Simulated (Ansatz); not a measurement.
Given:

ZrO2:
```yaml
crystal:
  lattice:
    - [5.15422, 0.00000, 0.00000]
    - [0.00000, 5.22566, 0.00000]
    - [-0.87171, 0.00000, 5.25978]
  atoms:
    - { symbol: Zr, position: [0.27613, 0.04215, 0.20974] }
    - { symbol: Zr, position: [0.72387, 0.54215, 0.29026] }
    - { symbol: Zr, position: [0.72387, 0.95785, 0.79026] }
    - { symbol: Zr, position: [0.27613, 0.45785, 0.70974] }
    - { symbol: O, position: [0.06874, 0.33269, 0.34480] }
    - { symbol: O, position: [0.93126, 0.83269, 0.15520] }
    - { symbol: O, position: [0.93126, 0.66731, 0.65520] }
    - { symbol: O, position: [0.06874, 0.16731, 0.84480] }
    - { symbol: O, position: [0.44970, 0.75725, 0.47782] }
    - { symbol: O, position: [0.55030, 0.25725, 0.02218] }
    - { symbol: O, position: [0.55030, 0.24275, 0.52218] }
    - { symbol: O, position: [0.44970, 0.74275, 0.97782] }
```

This is the r²SCAN-relaxed structure.

### Question
All from the program Ansatz at the r²SCAN level (PAW), unless another level is named. Predict the HSE06 gap on the r²SCAN cell.

### Answer
5.21 eV.

### Question
And the band gap?

### Answer
4.16 eV (indirect).

### Question
Next, the smallest direct gap on the standard path?

### Answer
4.23 eV.

### Question
Give the hole effective mass.

### Answer
1.7, 2.3, 12 mₑ (principal values).

### Question
Next, the valence-band maximum?

### Answer
at Γ.

Space group P2_1/c. Symmetry was held in the r²SCAN relaxation. The run is not spin-polarised. Scalar-relativistic: spin–orbit coupling is off unless named, which matters more the heavier the elements.

Potentials: the later of the program's two PAW sets.
